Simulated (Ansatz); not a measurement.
A first try at the levels without and with spin-orbit coupling of GaAs, space group F-43m, using Ansatz 0.2.0 through its Python package.

`gaas_soc.py`
```python
"""Levels of GaAs without and with spin-orbit coupling."""

import ansatz as az


def main() -> None:
    xtal = (
        az.Lattice.of([0.0, 2.82685, 2.82685], [2.82685, 0.0, 2.82685], [2.82685, 2.82685, 0.0])
        .atom("D", [0.0, 0.0, 0.0])
        .atom("As", [0.25, 0.25, 0.25])
    )

    calc = xtal.calculation()
    calc = calc.basis(420)
    calc = calc.occupations("fixed")
    calc = calc.kpoints(6)
    calc = calc.functional("pbesol")
    calc = calc.band_table()
    for label, variant in (("scalar-relativistic", calc), ("spin-orbit", calc.spin(soc=True))):
        data = variant.run(threads=1, pin="off").report
        zero = data["band_edges_ev"][0] if data.get("band_edges_ev") else data["fermi_energy_ev"]
        near = [round(e - zero, 3) for e in data["eigenvalues_ev"][0] if abs(e - zero) < 2]
        print(label)
        print("  band edges (eV):", [round(e, 3) for e in data.get("band_edges_ev") or []] or "none reported")
        print("  levels at k =", data["kpoints_frac"][0], "within 2 eV of the zero:", near)


if __name__ == "__main__":
    main()
```

`python gaas_soc.py` gives:
```text
Traceback (most recent call last):
  File "gaas_soc.py", line 29, in <module>
    main()
    ~~~~^^
  File "gaas_soc.py", line 9, in main
    .atom("D", [0.0, 0.0, 0.0])
     ~~~~^^^^^^^^^^^^^^^^^^^^^^
  ...
ansatz.errors.InputError: .atom('D'): `D` is not an element symbol (H … Og, case-exact)
```
(Library frames cut from the traceback.)

Find the fault and give the corrected script.

The fault: the element symbol isn't valid. The change:

```diff
--- before
+++ after
@@ -8,3 +8,3 @@
         az.Lattice.of([0.0, 2.82685, 2.82685], [2.82685, 0.0, 2.82685], [2.82685, 2.82685, 0.0])
-        .atom("D", [0.0, 0.0, 0.0])
+        .atom("Ga", [0.0, 0.0, 0.0])
         .atom("As", [0.25, 0.25, 0.25])
```

The mended script runs so:

Output of `python gaas_soc.py`:
```text
scalar-relativistic
  band edges (eV): [8.059, 8.498]
  levels at k = [0.0, 0.0, 0.0] within 2 eV of the zero: [-0.0, -0.0, 0.0, 0.439]
spin-orbit
  band edges (eV): [8.17, 8.5]
  levels at k = [0.0, 0.0, 0.0] within 2 eV of the zero: [-0.338, -0.338, -0.0, -0.0, -0.0, 0.0, 0.33, 0.33]
```

Notes:
- The computed bands are complete only to about 3.6 eV above the Fermi level.
- The structure is a deposited one; some such entries were measured under pressure or heat, so a shift against it needn't be the functional's error alone.
- Levels are Kohn-Sham eigenvalues on this mesh.
- With spin-orbit coupling each level holds one electron and, with inversion or at time-reversal points, comes in pairs; a window in energy can cut a split set.
- Hardware and time: 8.3 s on 1 thread of Arm Neoverse V1, on a shared host, peak memory 0.52 GiB.
